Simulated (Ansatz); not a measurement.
Consider RuO₂ in the rutile structure (space group P4_2/mnm, No. 136).

```xyz
6
Lattice="4.5245 0.0000 0.0000 0.0000 4.5245 0.0000 0.0000 0.0000 3.1196" Properties=species:S:1:pos:R:3 pbc="T T T"
Ru     2.2623     2.2623     1.5598
Ru     0.0000     0.0000     0.0000
O      3.6454     3.6454     1.5598
O      1.3831     3.1414     0.0000
O      3.1414     1.3831     0.0000
O      0.8791     0.8791     1.5598
```

The values are results of PBE/PAW in Ansatz (a program for electronic structure), no SOC, earlier PAW set, not measurements.

One change was made to it. Results:

The shortest interatomic distance falls by 0.133 Å, from 1.956 Å to 1.823 Å; the c/a ratio grows by 0.0355 to 0.725; the band gap remains zero.

What was done to the base?
A) pressure 15 GPa
B) pressure 30 GPa
C) pressure 3 GPa
D) pressure 75 GPa
E) pressure −1 GPa

D, pressure 75 GPa. For comparison, the shortest interatomic distance in the other runs: pressure −1 GPa gives 1.959 Å; pressure 30 GPa gives 1.886 Å; pressure 15 GPa gives 1.916 Å; pressure 3 GPa gives 1.947 Å.

Load acts through the strain it causes; cell and atoms are relaxed under it. Stability against distortions was not tested. No other phases were tried under pressure. No Hubbard U is applied, and correlation can decide whether such a compound is a metal. All final runs are without spin polarisation.
